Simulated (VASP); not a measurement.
# Si (Fd-3m) in VASP: a series of runs, part 2 of 2

VASP 6.6.1. The steps go on from the part before.

## Step 3: Band structure, r2SCAN0

File POSCAR:

```
Si
1.0
    0.0000000000      2.7218511865      2.7218511865
    2.7218511865      0.0000000000      2.7218511865
    2.7218511865      2.7218511865      0.0000000000
Si
2
Direct
    0.5000000000      0.5000000000      0.5000000000
    0.7500000000      0.7500000000      0.7500000000
```

File INCAR.step1:

```
SYSTEM = Si
ALGO     = Normal         ! electronic algorithm
EDIFF    = 1E-5           ! SCF threshold, eV
ENCUT    = 520            ! plane-wave cutoff, eV
GGA      = PE             ! functional
ISIF     = 2              ! what is computed and relaxed
ISMEAR   = -1             ! smearing method
LASPH    = .True.         ! aspherical terms in the spheres
LCHARG   = .False.        ! write CHGCAR
LREAL    = .False.        ! projectors in reciprocal space
LWAVE    = .True.         ! write WAVECAR
NBANDS   = 11             ! bands
NELM     = 100            ! most SCF steps
PREC     = Accurate       ! precision mode
SIGMA    = 0.05           ! smearing width, eV
```

File INCAR.step2:

```
SYSTEM = Si
AEXX     = 0.25           ! exact-exchange fraction
ALGO     = Normal         ! electronic algorithm
EDIFF    = 1E-6           ! SCF threshold, eV
ENCUT    = 520            ! plane-wave cutoff, eV
HFRCUT   = -1           
ISIF     = 2              ! what is computed and relaxed
ISMEAR   = -1             ! smearing method
ISTART   = 1            
LASPH    = .True.         ! aspherical terms in the spheres
LCHARG   = .False.        ! write CHGCAR
LHFCALC  = .True.         ! exact exchange
LMIXTAU  = .True.       
LREAL    = .False.        ! projectors in reciprocal space
LWAVE    = .False.        ! write WAVECAR
METAGGA  = R2SCAN         ! meta-GGA
NBANDS   = 11             ! bands
NELM     = 100            ! most SCF steps
PREC     = Accurate       ! precision mode
PRECFOCK = Fast         
SIGMA    = 0.05           ! smearing width, eV
```

File KPOINTS:

```
k-points
0
Gamma
  4 4 4
  0 0 0
```

File KPOINTS_OPT:

```
path GXWKGLUWLK,UX
8
line-mode
reciprocal
 0.0000000000  0.0000000000  0.0000000000  G
 0.5000000000  0.0000000000  0.5000000000  X

 0.5000000000  0.0000000000  0.5000000000  X
 0.5000000000  0.2500000000  0.7500000000  W

 0.5000000000  0.2500000000  0.7500000000  W
 0.3750000000  0.3750000000  0.7500000000  K

 0.3750000000  0.3750000000  0.7500000000  K
 0.0000000000  0.0000000000  0.0000000000  G

 0.0000000000  0.0000000000  0.0000000000  G
 0.5000000000  0.5000000000  0.5000000000  L

 0.5000000000  0.5000000000  0.5000000000  L
 0.6250000000  0.2500000000  0.6250000000  U

 0.6250000000  0.2500000000  0.6250000000  U
 0.5000000000  0.2500000000  0.7500000000  W

 0.5000000000  0.2500000000  0.7500000000  W
 0.5000000000  0.5000000000  0.5000000000  L

 0.5000000000  0.5000000000  0.5000000000  L
 0.3750000000  0.3750000000  0.7500000000  K

 0.6250000000  0.2500000000  0.6250000000  U
 0.5000000000  0.0000000000  0.5000000000  X
```

Potentials or basis: VASP PAW PBE potentials, release 64 (Si).

Run with:

```bash
> cat potpaw_PBE.64/Si/POTCAR > POTCAR
> cp INCAR.step1 INCAR
> mpirun -np 1 vasp_std > vasp.out
> cp INCAR.step2 INCAR
> mpirun -np 1 vasp_std > vasp.out
```

OUTCAR:

```text
SYSTEM = Si
   AEXX = 0.25
   EDIFF = 1E-6
   ENCUT = 520
   ISIF = 2
   ISMEAR = -1
   ISTART = 1
   LASPH = .True.
   LHFCALC = .True.
   LREAL = .False.
   METAGGA = R2SCAN
   NELM = 100
   PREC = Accurate
   PRECFOCK = Fast

 ion  position               nearest neighbor table
   1  0.500  0.500  0.500-   2 2.36   2 2.36   2 2.36   2 2.36
   2  0.750  0.750  0.750-   1 2.36   1 2.36   1 2.36   1 2.36

  LATTYP: Found a face centered cubic cell.
 ALAT       =     5.4437023730

  Lattice vectors:

 A1 = (   0.0000000000,   2.7218511865,   2.7218511865)
 A2 = (   2.7218511865,   0.0000000000,   2.7218511865)
 A3 = (   2.7218511865,   2.7218511865,   0.0000000000)

Analysis of symmetry for initial positions (statically):
=====================================================================
 Subroutine PRICEL returns:
 Original cell was already a primitive cell.

 Routine SETGRP: Setting up the symmetry group for a
 face centered cubic supercell.

 Subroutine GETGRP returns: Found 48 space group operations
 (whereof 24 operations were pure point group operations)
 out of a pool of 48 trial point group operations.

The static configuration has the point symmetry T_d .
[... 167 lines left out ...]
      4       5.0351      2.00000
      5       9.1571      0.00000
      6       9.1571      0.00000
      7       9.1571      0.00000
      8      10.3441      0.00000
      9      14.8032      0.00000
     10      14.8032      0.00000
     11      14.9665      0.00000
[... 85 lines left out ...]
 k-point     8 :      -0.2500    0.5000    0.2500
  band No.  band energies     occupation
      1      -3.6938      2.00000
      2      -3.6938      2.00000
      3       0.7279      2.00000
      4       0.7279      2.00000
      5      10.9912      0.00000
      6      10.9912      0.00000
      7      11.9426      0.00000
      8      11.9426      0.00000
      9      18.0588      0.00000
     10      18.0588      0.00000
     11      20.6373      0.00000

------------------------ aborting loop because EDIFF is reached ----------------------------------------

  FORCE on cell =-STRESS in cart. coord.  units (eV):
  Direction    XX          YY          ZZ          XY          YZ          ZX
  --------------------------------------------------------------------------------------
  -------------------------------------------------------------------------------------
  Total       -0.2468385     -0.2468385     -0.2468385     -0.0000000      0.0000000     -0.0000000
  in kB       -9.8061895     -9.8061895     -9.8061895     -0.0000000      0.0000000     -0.0000000
  external PRESSURE =      -9.8061895 kB  Pullay stress =       0.0000000 kB

 VOLUME and BASIS-vectors are now :
 -----------------------------------------------------------------------------
  energy-cutoff  :      520.00
  volume of cell :       40.33
      direct lattice vectors                 reciprocal lattice vectors
     0.000000000  2.721851186  2.721851186    -0.183698507  0.183698507  0.183698507
     2.721851186  0.000000000  2.721851186     0.183698507 -0.183698507  0.183698507
     2.721851186  2.721851186  0.000000000     0.183698507  0.183698507 -0.183698507

 POSITION                                       TOTAL-FORCE (eV/Angst)
 -----------------------------------------------------------------------------------
      2.72185      2.72185      2.72185         0.000000     -0.000000      0.000000
      4.08278      4.08278      4.08278        -0.000000      0.000000     -0.000000
 -----------------------------------------------------------------------------------
    total drift:                                0.000000      0.000000      0.000000

  FREE ENERGIE OF THE ION-ELECTRON SYSTEM (eV)
  ---------------------------------------------------
  free  energy   TOTEN  =       -18.4095831936 eV

  energy  without entropy=      -18.4095831934  energy(sigma->0) =      -18.40958319
```

OUTCAR.step1:

```text
SYSTEM = Si
   EDIFF = 1E-5
   ENCUT = 520
   GGA = PE
   ISIF = 2
   ISMEAR = -1
   LASPH = .True.
[... 317 lines left out ...]
      2.72185      2.72185      2.72185         0.000000      0.000000      0.000000
      4.08278      4.08278      4.08278        -0.000000     -0.000000     -0.000000
 -----------------------------------------------------------------------------------
    total drift:                                0.000000     -0.000000     -0.000000

  FREE ENERGIE OF THE ION-ELECTRON SYSTEM (eV)
  ---------------------------------------------------
  free  energy   TOTEN  =       -10.6609206906 eV

  energy  without entropy=      -10.6608302752  energy(sigma->0) =      -10.66087548
```

It took 3 min on 1 thread of Intel Xeon Platinum 8488C (Sapphire Rapids), shared host; peak memory 0.17 GiB.

Results:

```
Free energy             : -18.4096 eV
Pressure                : -1.0 GPa
Band gap on the k mesh  : 2.13 eV, indirect (least direct gap 4.12 eV)
Band gap along the path : 1.97 eV, indirect (least direct gap 4.12 eV)
```

Levels at the corners of the path, in eV from the valence-band top:
| point | band 1 | band 2 | band 3 | band 4 | band 5 | band 6 | band 7 | band 8 |
| --- | --- | --- | --- | --- | --- | --- | --- | --- |
| Γ | -13.68 | 0.00 | 0.00 | 0.00 | 4.12 | 4.12 | 4.12 | 5.31 |
| X | -8.93 | -8.93 | -3.27 | -3.27 | 2.13 | 2.13 | 12.61 | 12.61 |
| X | -8.93 | -8.93 | -3.27 | -3.27 | 2.13 | 2.13 | 12.61 | 12.61 |
| W | -8.73 | -8.73 | -4.31 | -4.31 | 5.96 | 5.96 | 6.91 | 6.91 |
| W | -8.73 | -8.73 | -4.31 | -4.31 | 5.96 | 5.96 | 6.91 | 6.91 |
| K | -9.39 | -8.23 | -4.84 | -2.78 | 2.67 | 5.85 | 9.64 | 10.17 |
| K | -9.39 | -8.23 | -4.84 | -2.78 | 2.67 | 5.85 | 9.64 | 10.17 |
| Γ | -13.68 | 0.00 | 0.00 | 0.00 | 4.12 | 4.12 | 4.12 | 5.31 |
| Γ | -13.68 | 0.00 | 0.00 | 0.00 | 4.12 | 4.12 | 4.12 | 5.31 |
| L | -11.01 | -7.94 | -1.38 | -1.38 | 3.13 | 5.00 | 5.00 | 9.68 |
| L | -11.01 | -7.94 | -1.38 | -1.38 | 3.13 | 5.00 | 5.00 | 9.68 |
| U | -9.39 | -8.23 | -4.84 | -2.78 | 2.67 | 5.85 | 9.64 | 10.17 |
| U | -9.39 | -8.23 | -4.84 | -2.78 | 2.67 | 5.85 | 9.64 | 10.17 |
| W | -8.73 | -8.73 | -4.31 | -4.31 | 5.96 | 5.96 | 6.91 | 6.91 |
| W | -8.73 | -8.73 | -4.31 | -4.31 | 5.96 | 5.96 | 6.91 | 6.91 |
| L | -11.01 | -7.94 | -1.38 | -1.38 | 3.13 | 5.00 | 5.00 | 9.68 |
| L | -11.01 | -7.94 | -1.38 | -1.38 | 3.13 | 5.00 | 5.00 | 9.68 |
| K | -9.39 | -8.23 | -4.84 | -2.78 | 2.67 | 5.85 | 9.64 | 10.17 |
| U | -9.39 | -8.23 | -4.84 | -2.78 | 2.67 | 5.85 | 9.64 | 10.17 |
| X | -8.93 | -8.93 | -3.27 | -3.27 | 2.13 | 2.13 | 12.61 | 12.61 |

Caveat: the k mesh is coarse (spacing up to 0.50 Å⁻¹), so the values aren't converged, least of all with exact exchange; the PAW data sets were made with another functional, which shifts forces and pressure a little; the mesh misses the band edges, which the band path finds closer together.
